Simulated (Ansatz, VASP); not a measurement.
# SrO in two plane-wave programs

One calculation is typed for both programs; each brings its own data sets and cutoff. How far apart do they land? The cell is taken from a series of VASP runs on this material, whose earlier steps may have relaxed, scaled or displaced it; both programs get it as it stands.

Method: plane waves, with VASP 6.6.1 beside it; band structure at PBE0 and band structure at r2SCAN-EpsX with an exact-exchange share of 0.258, in Ansatz 0.2.0.

### 1. Starting point

Symmetry: Fm-3m, No. 225, cubic system. The conventional cell has a = 5.161 Å, b = 5.161 Å, c = 5.161 Å, α = 90.00°, β = 90.00°, γ = 90.00°. Nearest to Sr lie 6 O at 2.58 Å. O has 6 Sr at 2.58 Å nearest. Farther neighbours and most contacts between anions are not listed.

### 2. Ansatz: band structure, PBE0

Ansatz runs on its default PAW (the set named soft_2) files.

Levels along a path test the potential and the projectors away from the mesh points.

input.yaml reads:

```yaml
crystal:
  lattice:
    - [0.0, 2.58066, 2.58066]
    - [2.58066, 0.0, 2.58066]
    - [2.58066, 2.58066, 0.0]
  atoms:
    - { symbol: Sr, position: [0.0, 0.0, 0.0] }
    - { symbol: O, position: [0.5, 0.5, 0.5] }
hamiltonian:
  xc: pbe0
  pseudopotentials: { kind: paw }
kpoints:
  mp_grid: { grid: [5, 5, 5] }
  band_path:
    path:
      - [0.0, 0.0, 0.0]
      - [0.5, 0.0, 0.5]
      - [0.5, 0.22222, 0.72222]
      - [0.40278, 0.34722, 0.75]
      - [0.125, 0.125, 0.25]
      - [0.27778, 0.27778, 0.27778]
      - [0.55556, 0.38889, 0.55556]
      - [0.58333, 0.25, 0.66667]
      - [0.5, 0.30556, 0.69444]
      - [0.48611, 0.48611, 0.52778]
      - [0.625, 0.25, 0.625]
      - [0.5, 0.0, 0.5]
    npoints: 1
scf:
  occupations: { method: gaussian, width: 0.03 }
  n_extra_bands: 7
output:
  forces: true
  stress: true
  eigenvalues: true
```

Command:

```
ansatz run input.yaml --threads 4 --pin off --max-ram 9216MiB --backend cpu --events-out ev --progress --plain --runs-dir out
```

Numbers of over 12 decimals in the logs are rounded to 6 here.

The program printed:

```text
Warning: output.stress: scf.convergence.dr2_threshold = 1e-7 eV (the SCF's general default) is looser than the 2e-10 eV advised for a printed stress (1e-10 eV for each atom of the cell: 2). What an SCF threshold leaves in a stress goes as its square root, and in the free energy as the threshold itself, and one threshold admits the most on a small cell: [figures from the program's tests cut] Set scf.convergence.dr2_threshold to 2e-10 eV or tighter. The threshold is an SCF's pass mark: one that does not reach it within its budget of iterations ends unconverged, or closes short of it on a stop that the run arms, and scf.convergence.dr2_threshold's page says what that costs each kind of run
Warning: output.stress: scf.exx.energy_threshold = 1e-6 eV is looser than the 2e-8 eV advised for a stress under a hybrid functional (1e-8 eV for each atom of the cell: 2). Every SCF of the exchange loop can meet its threshold on dr2 while the loop round them stops early: no threshold on dr2 bounds what that leaves in the stress. Set scf.exx.energy_threshold to 2e-8 eV or tighter. The threshold is the loop's pass mark: a loop that does not reach it within its budget of cycles ends unconverged, and scf.exx.energy_threshold's page has the law
scf.n_extra_bands = 7 over 8 filled bands (N_el = 16.0): the run solves 15 bands
Engine: ansatz 0.2.0, aarch64-unknown-linux-gnu
Pseudopotentials: kind: paw
Pseudopotential: Sr, paw, valence charge 10, recommended cutoff 420 eV (normal), Sr.paw.azcp
Pseudopotential: O, paw, valence charge 6, recommended cutoff 420 eV (normal), O.paw.azcp
Functional definition: PBE0
  parameter a = 0.25
  parameter kappa = 0.804
  parameter beta = 0.066725
  exchange = (1 - a)*pbe_x(kappa = kappa, mu = beta*pi^2/3) + a*exact_x
  correlation = pbe_c(beta = beta)
Crystal: 2 atoms, lattice volume = 34.373 Å³
Basis set: ecut = 420 eV, 645 PW (Γ), exchange–correlation on 50×50×50 points (8 copies of the dense FFT grid, shifted against one another)
Bands: 15, of which v1, the nominal top of the filled ones, is band 8 counted from 1 (7 counted from 0)
Symmetry: 48 space group operations
Space group: Fm-3m (ITA 225), of the structure as read, at distance tolerance 3.3e-5 Å
k-points: 10 of 125
Non-local potential: Sr, projectors of the file, l = 0: 3, l = 1: 2, l = 2: 2
Non-local potential: O, projectors of the file, l = 0: 2, l = 1: 2, l = 2: 1
PAW form: soft (Blöchl's): semilocal exchange-correlation on the pseudo side does not see the compensation charge
PAW frozen core: Sr, regenerated for the run's functional, and the local potential with it (the file was generated under x = pbe(κ = 0.804, μ = 0.219515), c = pbe(β = 0.066725))
PAW frozen core: O, regenerated for the run's functional, and the local potential with it (the file was generated under x = pbe(κ = 0.804, μ = 0.219515), c = pbe(β = 0.066725))
PAW one-centre angular grid: Sr, 110 points (default); XC on 64 Gauss nodes
PAW one-centre angular grid: O, 110 points (default); XC on 64 Gauss nodes
Initial density: superposition of atomic densities (neutral atoms: chi_scale 0, normalization atom), corrected by the library's trained network
Initial wavefunctions: pseudopotential atomic-orbital guess
Functional: x = pbe(κ = 0.804, μ = 0.219515), c = pbe(β = 0.066725), warm-up for x = 0.75 pbe(κ = 0.804, μ = 0.219515) + 0.25 exact, c = pbe(β = 0.066725)
SCF iter   1: F=—  HF=-4114.624404 eV  |F-HF|=—  |Δ(HF+E_count)|=         —  Δρ=1.17e-3  dr2=2.90e-4  ethr=1.77e-3  ⟨swp⟩=2.0  Hψ=1070  notcnv=0
preconditioner: auto → none  [insulator: Δε(μ)=3.494 eV  Ē_g=18.158 eV  σ=0.030 eV  W_gap=1.00  n_scr=8 (ndim 8)  ℏωp=23.7 eV  f_vac=0.000  D(μ)=0.00/eV (n_scr^D=0)]
SCF iter   2: F=-4114.624526 eV  HF=-4114.624482 eV  |F-HF|=4.42e-5  |Δ(HF+E_count)|=   7.82e-5  Δρ=4.17e-4  dr2=3.08e-5  ethr=1.81e-6  ⟨swp⟩=3.6  Hψ=329  notcnv=0  defer=3
SCF 1 stopped early in 2 iterations: F = -4114.624526 eV  dr2 = 3.08e-5
  greatest PAW one-centre occupation: 0.987 electrons in one spin orbital (limit 2), on the Sr atom at site 0 (counted from 0), in its partial waves of l = 0
Initial density: handed on by an earlier stage of this run
Initial wavefunctions: those handed on with the density
Functional: x = 0.75 pbe(κ = 0.804, μ = 0.219515) + 0.25 exact, c = pbe(β = 0.066725)
Frozen-core exchange: fock
SCF iter   1: F=—  HF=-4116.885008 eV  |F-HF|=—  |Δ(HF+E_count)|=         —  Δρ=7.51e-3  dr2=3.30e-2  ethr=1.93e-6  ⟨swp⟩=5.9  Hψ=689  notcnv=0
preconditioner: auto → none  [insulator: Δε(μ)=5.884 eV  Ē_g=21.311 eV  σ=0.030 eV  W_gap=1.00  n_scr=8 (ndim 8)  ℏωp=23.7 eV  f_vac=0.000  D(μ)=0.00/eV (n_scr^D=0)]
SCF iter   2: F=—  HF=-4116.878195 eV  |F-HF|=—  |Δ(HF+E_count)|=   6.81e-3  Δρ=7.68e-3  dr2=1.40e-2  ethr=1.93e-6  ⟨swp⟩=4.6  Hψ=518  notcnv=0
SCF iter   3: F=—  HF=-4116.875213 eV  |F-HF|=—  |Δ(HF+E_count)|=   2.98e-3  Δρ=1.91e-3  dr2=1.97e-3  ethr=1.93e-6  ⟨swp⟩=4.0  Hψ=377  notcnv=0
SCF iter   4: F=—  HF=-4116.881320 eV  |F-HF|=—  |Δ(HF+E_count)|=   6.11e-3  Δρ=1.10e-3  dr2=7.16e-4  ethr=1.93e-6  ⟨swp⟩=3.9  Hψ=323  notcnv=0
iter 5 solved again at ethr=5.82e-8 eV; its pass at ethr=1.93e-6 eV (dr2=9.31e-6 eV) is discarded
SCF iter   5: F=—  HF=-4116.881137 eV  |F-HF|=—  |Δ(HF+E_count)|=   1.83e-4  Δρ=1.48e-4  dr2=2.03e-5  ethr=5.82e-8  ⟨swp⟩=2.1  Hψ=480  notcnv=0
SCF iter   6: F=-4116.881216 eV  HF=-4116.881214 eV  |F-HF|=1.75e-6  |Δ(HF+E_count)|=   7.74e-5  Δρ=8.55e-5  dr2=3.09e-6  ethr=5.82e-8  ⟨swp⟩=3.6  Hψ=307  notcnv=0
SCF 2 stopped early in 6 iterations: F = -4116.881216 eV  dr2 = 3.09e-6
hybrid outer 1: dexx = +7.402e-3 eV, tail = 1.38e-5 eV
Frozen-core exchange: fock
SCF iter   1: F=—  HF=-4116.881289 eV  |F-HF|=—  |Δ(HF+E_count)|=         —  Δρ=5.60e-5  dr2=5.56e-7  ethr=4.30e-7  ⟨swp⟩=4.2  Hψ=398  notcnv=0
preconditioner: auto → none  [insulator: Δε(μ)=5.723 eV  Ē_g=21.260 eV  σ=0.030 eV  W_gap=1.00  n_scr=8 (ndim 8)  ℏωp=23.7 eV  f_vac=0.000  D(μ)=0.00/eV (n_scr^D=0)]
SCF iter   2: F=—  HF=-4116.881289 eV  |F-HF|=—  |Δ(HF+E_count)|=   1.00e-7  Δρ=1.77e-5  dr2=4.61e-8  ethr=2.65e-9  ⟨swp⟩=3.8  Hψ=314  notcnv=0
SCF iter   3: F=—  HF=-4116.881289 eV  |F-HF|=—  |Δ(HF+E_count)|=   1.31e-7  Δρ=1.32e-5  dr2=3.69e-8  ethr=1.96e-10  ⟨swp⟩=4.0  Hψ=350  notcnv=0
SCF iter   4: F=-4116.881289 eV  HF=-4116.881289 eV  |F-HF|=4.39e-10  |Δ(HF+E_count)|=   1.10e-8  Δρ=1.87e-6  dr2=7.91e-10  ethr=1.96e-10  ⟨swp⟩=3.0  Hψ=256  notcnv=0
SCF 3 converged in 4 iterations: F = -4116.881289 eV  dr2 = 7.91e-10
  Residual-converged pass: ⟨swp⟩=3.0  Hψ=303  notcnv=0  max |occ|·‖R‖ = 2.3e-6 eV (tolerance 2.4e-6 eV)  dr2=7.32e-10  dr2_onsite=1.60e-10  max |Δocc| = 0.0e0
hybrid outer 2: dexx = +1.894e-7 eV, tail = 5.88e-9 eV, Δε = 2.94e-3 eV (about 8.00e-5 eV left of the loop's levels)
NSCF: frozen V_eff on 12 k-points
hybrid SCF converged: 2 outer / 10 inner (+2 warm-up), last move |dexx| = 1.89e-7 eV, tail = 5.88e-9 eV
Stability not checked: this state was not tested for a lower state beside it, because the functional holds exact exchange (a hybrid, or Hartree-Fock), whose exchange loop this test does not read (fock_operator; see scf.lower_state_search)
Free energy (F): -4116.881289 eV
Frozen-core exchange: fock
Harris-Foulkes:  -4116.881289 eV  (|F-HF|=4.39e-10)
Internal energy: -4116.881289 eV  (E = F + TS)
E sigma→0 (E₀):  -4116.881289 eV
Fermi energy:    9.220249 eV
--- Per-component energies (eV) ---
  E_band       = -94.493139
  E_kinetic    = 423.625005
  E_local      = -868.828359  (includes V_loc(G=0)·N_el)
  E_nonlocal   = 248.557534
  E_hartree    = 236.384889
  E_xc         = -192.145721
  E_vxc        = -200.100964  (∫ρ·V_xc dr)
  E_exx        = -49.573022  (= α·E_x^exact, valence–valence)
  E_paw        = -2862.291985  (= ΣΔE_a)
  E_vpaw       = -71.372466  (= ΣTr[D̂ρ^β])
  E_aug_tail   = 0.002387  (compensation charges beyond the density's cutoff)
  E_ewald      = -1052.229361
  E_core_change = -0.382657  (= ΣΔE_core)
  E_smearing   = -0.000000  (= −TS)
  E_closure    = 0.000000  (closes the sum)
  Σ components = -4116.881289   (vs F -4116.881289, Δ=9.09e-13)
--- Forces (eV/Å), atoms counted from 1 ---
  atom   1  Sr    -0.00000000     0.00000000    -0.00000000
  atom   2  O      0.00000000    -0.00000000    -0.00000000
  max |Σ_I F_I| component: 1.27e-29 eV/Å
--- Stress (GPa, compression-positive) ---
       -0.461493       0.000000       0.000000
        0.000000      -0.461493      -0.000000
       -0.000000       0.000000      -0.461493
  P = ⅓ Tr σ = -0.4615 GPa (-4.615 kbar)
--- Band table (eV; the first three rows and the last of 10) ---
  k-point 0: bands = [... 4 lower, -8.2733, 6.3588, 6.3588, 6.3588, 12.4738, 15.0177, 15.0177, 15.0177, ... 3 higher]
  k-point 1: bands = [... 4 lower, -7.8396, 5.4018, 5.9081, 5.9081, 14.0768, 14.7350, 15.8043, 15.8043, ... 3 higher]
  k-point 2: bands = [... 4 lower, -7.3808, 4.2692, 5.2833, 5.2833, 15.1644, 16.5392, 17.4727, 17.4727, ... 3 higher]
  k-point 9: bands = [... 4 lower, -7.8605, 5.1208, 5.6165, 5.9460, 13.9836, 15.7893, 17.6211, 19.3826, ... 3 higher]
```

Wall time 11 s (4 threads of Arm Neoverse V1, shared host); peak memory 0.58 GiB; 41 s of CPU time.

### 3. VASP: band structure, PBE0

The same cell, functional, mesh and smearing now go to VASP, with its own data sets and cutoff.

Lines of VASP's logs that name or quote its potential files are left out, and so is its time.

The run reads the wave functions of an earlier VASP run, which isn't shown here.

INCAR reads:

```
SYSTEM = SrO
PREC = Accurate
ENCUT = 460
EDIFF = 1E-06
NELM = 100
ISMEAR = 0
SIGMA = 0.03
LREAL = .FALSE.
ALGO = Normal
LHFCALC = .TRUE.
AEXX = 0.25
GGA = PE
LASPH = .TRUE.
NBANDS = 14
PRECFOCK = Fast
HFRCUT = -1
LORBIT = 11
LWAVE = .FALSE.
LCHARG = .FALSE.
KPAR = 4
```

POSCAR reads:

```
SrO
1.0
    0.0000000000      2.5806600000      2.5806600000
    2.5806600000      0.0000000000      2.5806600000
    2.5806600000      2.5806600000      0.0000000000
Sr O
1 1
Direct
    0.0000000000      0.0000000000      0.0000000000
    0.5000000000      0.5000000000      0.5000000000
```

KPOINTS reads:

```
Automatic mesh
0
Gamma
5 5 5
0 0 0
```

KPOINTS_OPT reads:

```
Line mode
10
Line-mode
Reciprocal
  0.00000000   0.00000000   0.00000000 GAMMA
  0.50000000   0.00000000   0.50000000 X

  0.50000000   0.00000000   0.50000000 X
  0.50000000   0.25000000   0.75000000 W

  0.50000000   0.25000000   0.75000000 W
  0.37500000   0.37500000   0.75000000 K

  0.37500000   0.37500000   0.75000000 K
  0.00000000   0.00000000   0.00000000 GAMMA

  0.00000000   0.00000000   0.00000000 GAMMA
  0.50000000   0.50000000   0.50000000 L

  0.50000000   0.50000000   0.50000000 L
  0.62500000   0.25000000   0.62500000 U

  0.62500000   0.25000000   0.62500000 U
  0.50000000   0.25000000   0.75000000 W

  0.50000000   0.25000000   0.75000000 W
  0.50000000   0.50000000   0.50000000 L

  0.50000000   0.50000000   0.50000000 L
  0.37500000   0.37500000   0.75000000 K

  0.62500000   0.25000000   0.62500000 U
  0.50000000   0.00000000   0.50000000 X
```

The projector-augmented-wave data sets are Sr_sv and O (PBE family, release 64).

Command:

```
mpirun -np 4 vasp_std
```

The program printed:

```text
[banner, memory and clock lines left out]
running    4 mpi-ranks, on    1 nodes
 distrk:  each k-point on    1 cores,    4 groups
 distr:  one band on    1 cores,    1 groups

 POSCAR found type information on POSCAR SrO
 POSCAR found :  2 types and       2 ions
 LDA part: xc-table for (Slater+PW92), standard interpolation
 found WAVECAR, reading the header
 POSCAR, INCAR and KPOINTS ok, starting setup
 FFT: planning ... GRIDC
 FFT: planning ... GRID_SOFT
 FFT: planning ... GRID
 HFRCUT set to (new)   10.085124
 reading WAVECAR
 the WAVECAR file was read successfully
 initial charge from wavefunction
 entering main loop
       N       E                     dE             d eps       ncg     rms          rms(c)
DAV:   1    -0.147868952551E+02   -0.14787E+02   -0.47811E-01   314   0.919E+00    0.433E+00
DAV:   2    -0.147615430138E+02    0.25352E-01   -0.68167E-02   340   0.263E+00    0.219E+00
DAV:   3    -0.147630076494E+02   -0.14646E-02   -0.19203E-02   310   0.120E+00    0.972E-01
DAV:   4    -0.147626274714E+02    0.38018E-03   -0.13938E-03   332   0.368E-01    0.568E-01
DAV:   5    -0.147622983358E+02    0.32914E-03   -0.12220E-03   304   0.299E-01    0.422E-01
DAV:   6    -0.147622850426E+02    0.13293E-04   -0.88893E-05   304   0.937E-02    0.263E-01
DAV:   7    -0.147622539252E+02    0.31117E-04   -0.31607E-05   316   0.604E-02    0.141E-01
DAV:   8    -0.147622546177E+02   -0.69248E-06   -0.87945E-06   316   0.289E-02
   1 F= -.14762255E+02 E0= -.14762255E+02  d E =-.129656E-39
 Start KPOINTS_OPT (optional k-point list driver)
k-point batch [1-10\100]
       N       E                     dE             ncg
DAV:   1    -0.100534690295E+04   -0.45069E+04      280
DAV:   2    -0.185724031073E+04   -0.85189E+03      370
DAV:   3    -0.191162053287E+04   -0.54380E+02      338
DAV:   4    -0.191277235576E+04   -0.11518E+01      396
DAV:   5    -0.191279544263E+04   -0.23087E-01      372
DAV:   6    -0.191279582246E+04   -0.37983E-03      372
DAV:   7    -0.191279582614E+04   -0.36796E-05      246
DAV:   8    -0.191279582628E+04   -0.13914E-06      176
[...]
k-point batch [91-100\100]
       N       E                     dE             ncg
DAV:   1    -0.109082908563E+04   -0.69947E+04      280
DAV:   2    -0.188449151224E+04   -0.79366E+03      358
DAV:   3    -0.193328014301E+04   -0.48789E+02      380
DAV:   4    -0.193441105870E+04   -0.11309E+01      434
DAV:   5    -0.193443366633E+04   -0.22608E-01      408
DAV:   6    -0.193443393977E+04   -0.27344E-03      402
DAV:   7    -0.193443394525E+04   -0.54813E-05      314
DAV:   8    -0.193443394537E+04   -0.12535E-06      260
```

OUTCAR, selected parts (step 3):

```text
ion  position               nearest neighbor table
   1  0.000  0.000  0.000-   2 2.58   2 2.58   2 2.58   2 2.58   2 2.58   2 2.58
   2  0.500  0.500  0.500-   1 2.58   1 2.58   1 2.58   1 2.58   1 2.58   1 2.58

  LATTYP: Found a face centered cubic cell.
 ALAT       =     5.1613200000

 Subroutine GETGRP returns: Found 48 space group operations
 (whereof 48 operations were pure point group operations)

The static configuration has the point symmetry O_h .

 Found     10 irreducible k-points:

   k-points           NKPTS =     10   k-points in BZ     NKDIM =    125   number of bands    NBANDS=     14

   dimension x,y,z NGX =    28 NGY =   28 NGZ =   28
   dimension x,y,z NGXF=    56 NGYF=   56 NGZF=   56

   ENCUT  =  460.0 eV  33.81 Ry    5.81 a.u.   6.38  6.38  6.38*2*pi/ulx,y,z

   NELECT =      16.0000    total number of electrons

 k-points in reciprocal lattice and weights: Automatic mesh
   0.00000000  0.00000000  0.00000000       0.008
   0.20000000  0.00000000  0.00000000       0.064
   0.40000000  0.00000000  0.00000000       0.064
   0.20000000  0.20000000  0.00000000       0.048
   0.40000000  0.20000000  0.00000000       0.192
  -0.40000000  0.20000000  0.00000000       0.192
  -0.20000000  0.20000000  0.00000000       0.096
   0.40000000  0.40000000  0.00000000       0.048
  -0.40000000  0.40000000  0.00000000       0.096
  -0.40000000  0.40000000  0.20000000       0.192

  exchange ACFDT corr.  =         0.00000000  see jH, gK, PRB 81, 115126

 average (electrostatic) potential at core
       1 -31.8826       2 -64.0455

 E-fermi :   0.4332

 k-point     1 :       0.0000    0.0000    0.0000
  band No.  band energies     occupation
    ...
      4     -14.5934      2.00000
      5     -14.5934      2.00000
      6       0.1582      2.00000
      7       0.1582      2.00000
      8       0.1582      2.00000
      9       6.2431      0.00000
     10       8.7618      0.00000
     11       8.7618      0.00000
     12       8.7618      0.00000
     13      10.9925      0.00000
    ...

 k-point     2 :       0.2000    0.0000    0.0000
  band No.  band energies     occupation
    ...
      4     -14.6210      2.00000
      5     -14.1408      2.00000
      6      -0.8124      2.00000
      7      -0.3061      2.00000
      8      -0.3061      2.00000
      9       7.8513      0.00000
     10       8.5010      0.00000
     11       9.5551      0.00000
     12       9.5551      0.00000
     13      12.0237      0.00000
    ...

 k-point     3 :       0.4000    0.0000    0.0000
  band No.  band energies     occupation
    ...
      4     -14.6634      2.00000
      5     -13.6682      2.00000
      6      -1.9600      2.00000
      7      -0.9436      2.00000
      8      -0.9436      2.00000
      9       8.9292      0.00000
     10      10.3395      0.00000
     11      11.2207      0.00000
     12      11.2207      0.00000
     13      14.1395      0.00000
    ...

  energy-cutoff  :      460.00
  volume of cell :       34.37
      direct lattice vectors                 reciprocal lattice vectors
     0.000000000  2.580660000  2.580660000    -0.193748886  0.193748886  0.193748886
     2.580660000  0.000000000  2.580660000     0.193748886 -0.193748886  0.193748886
     2.580660000  2.580660000  0.000000000     0.193748886  0.193748886 -0.193748886

 POSITION                                       TOTAL-FORCE (eV/Angst)
 -----------------------------------------------------------------------------------
      0.00000      0.00000      0.00000        -0.000000      0.000000     -0.000000
      2.58066      2.58066      2.58066         0.000000     -0.000000      0.000000
 -----------------------------------------------------------------------------------
    total drift:                                0.000000      0.000000      0.000000

  FREE ENERGIE OF THE ION-ELECTRON SYSTEM (eV)
  ---------------------------------------------------
  free  energy   TOTEN  =       -14.7622546177 eV

  energy  without entropy=      -14.7622546177  energy(sigma->0) =      -14.76225462

 total charge
# of ion       s       p       d       tot
------------------------------------------
    1        2.013   5.863   0.222   8.098
    2        1.562   3.453   0.000   5.015
--------------------------------------------------
tot          3.575   9.316   0.222  13.113

[... 3 further parts left out ...]
```

The k-mesh is coarse for unscreened exact exchange, which converges slowly with it.

### 4. Side by side

Known differences besides the potentials themselves: exact exchange at q = 0 is treated differently, which shows on coarse meshes; VASP keeps PBE cores, Ansatz makes them for the functional; the cutoff is 420 eV in Ansatz and 460 eV in VASP; VASP takes a coarser grid for exact exchange (PRECFOCK = Fast). Total energies have different zeros and are not compared.

Compared:

| quantity | Ansatz | VASP | difference |
| --- | --- | --- | --- |
| gap over the path points (eV) | 5.528 | 5.478 | +0.051 |

Levels at points of the path, from each program's valence-band top (eV; 3 filled, then empty):

| k (reciprocal lattice) | Ansatz | VASP |
| --- | --- | --- |
| 0.000 0.000 0.000 | 0.00 0.00 0.00 6.12 8.66 8.66 | 0.00 0.00 0.00 6.09 8.60 8.60 |
| 0.500 0.000 0.500 | -0.49 -0.10 -0.10 5.53 10.28 12.76 | -0.52 -0.12 -0.12 5.48 10.23 12.74 |
| 0.500 0.222 0.722 | -1.16 -0.48 -0.43 7.87 8.91 11.14 | -1.17 -0.52 -0.46 7.84 8.89 11.09 |
| 0.403 0.347 0.750 | -1.02 -0.57 -0.51 7.16 10.16 11.26 | -1.04 -0.60 -0.55 7.12 10.15 11.21 |
| 0.125 0.125 0.250 | -1.04 -0.58 -0.16 7.66 8.15 9.23 | -1.05 -0.59 -0.17 7.63 8.12 9.18 |
| 0.278 0.278 0.278 | -1.49 -0.73 -0.73 8.42 8.79 10.09 | -1.51 -0.75 -0.75 8.39 8.77 10.04 |
| 0.556 0.389 0.556 | -1.84 -1.02 -0.93 8.76 9.60 11.75 | -1.87 -1.05 -0.96 8.72 9.58 11.70 |
| 0.583 0.250 0.667 | -1.05 -0.55 -0.51 7.24 9.96 11.24 | -1.07 -0.57 -0.54 7.21 9.95 11.19 |
| 0.500 0.306 0.694 | -1.27 -0.58 -0.54 8.48 8.52 11.34 | -1.30 -0.61 -0.57 8.45 8.49 11.29 |
| 0.486 0.486 0.528 | -2.23 -1.16 -1.16 8.99 10.44 11.49 | -2.25 -1.19 -1.18 8.95 10.45 11.44 |

Among the levels compared at these points, filled levels agree within 35 meV and empty ones within 56 meV.

(Part 1 of 2 ends here.)

[Lines on the potential files, build, host, timing and source positions are cut from VASP's logs without a mark.]

[Logs are printed without paths, hosts, clocks, repeated set-up lines and the standing remarks that a program may print on its own settings, such as how far it seeks lower states.]

[Hosts, paths, dates, database ids (printed as entryN), source tags and the programs' standing remarks are cut or masked in the printed files.]
